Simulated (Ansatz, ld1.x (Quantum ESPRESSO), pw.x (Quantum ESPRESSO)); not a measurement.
## B (Z = 5): one change to the TM potential, in the atom and in the diamond crystal

boron (B), norm-conserving Troullier–Martins (Kleinman–Bylander form), made with ld1.x (Quantum ESPRESSO) 7.5 (PBE, scalar-relativistic). Core [He], reference 2s1.5 2p0 (charge +1.5). Waves: 2s (bound): rc 1.50 bohr; 2p (bound, empty): rc 1.85 bohr; 3d channel at 0.45 Ry: rc 1.65 bohr. Local part: all-electron potential smoothed inside 1.85 bohr (lloc = -2). Core correction: none.

Change: local potential all-electron potential smoothed inside 0.98 bohr (lloc = -2).

Cutoffs, loose and tight: the cutoffs (Ry, on a coarse ladder) from which the occupation-weighted sum of valence levels, in a spherical-Bessel basis at the reference potential, stays within 10 and 1 mRy of its value at 400 Ry. They do not see the model core or the augmentation charge, which bear on the density cutoff. Test errors are all-electron minus pseudo excitation energies from the reference, over the configurations 2s2 2p1; 2s2 2p0; 2s1 2p0; 2s2 2p0.5; 2s0 2p3; 2s2 2p1.3; 2s1 2p2; variants that change the core or the reference have their own tests.

Crystal test: diamond B in pw.x 7.5, no spin, 11³ k-points, Fermi–Dirac smearing 0.01 Ry, cutoffs set for each file from its atomic test. The reference is all-electron LAPW (Ansatz 0.2.0) with the same functional, mesh and smearing; V0 and B0 come from Birch–Murnaghan fits to the pressures at five volumes. Errors are pseudo minus all-electron; Δ is the rms difference of the E(V) curves that follow from these fits, minima aligned, over ±6 % about the mean V0. Mesh and smearing are coarse, so the numbers serve the comparison and aren't converged zero-temperature values; the lattice is a test structure that the element need not adopt.

All-electron: a0 = 4.053 Å (V0 = 8.32 Å³/atom), B0 = 175.9 GPa.

Q: Does the change bring the crystal closer to the all-electron result?

A: The mean pressure error goes from -3.26 to -5.72 GPa, so the change moves the solid further from the all-electron pressures.

| quantity | base | changed |
| --- | --- | --- |
| outcome (atom) | generated | generated |
| cutoff, loose (atom) | 18 Ry | 18 Ry |
| cutoff, tight (atom) | 50 Ry | 50 Ry |
| bound ghosts (atom) | none | none |
| largest test error (meV) (atom) | +198 | +203 |
| cutoffs in pw.x (Ry) | 60/240 | 60/240 |
| a0 (Å) | 4.027 | 4.008 |
| a0 error (%) | -0.63 | -1.11 |
| B0 error (%) | +0.5 | +2.5 |
| Δ (meV/atom) | 6.0 | 10.6 |
| mean pressure error (GPa) | -3.26 | -5.72 |

Base: The largest radius (1.85 bohr) exceeds half the bond length (1.66 bohr), so the spheres overlap, which is one possible source of error among others. This is a poor potential for the solid. Changed file: The largest radius (1.85 bohr) exceeds half the bond length (1.66 bohr), so the spheres overlap, which is one possible source of error among others. This is a poor potential for the solid. The atomic cutoffs weigh occupied waves only.
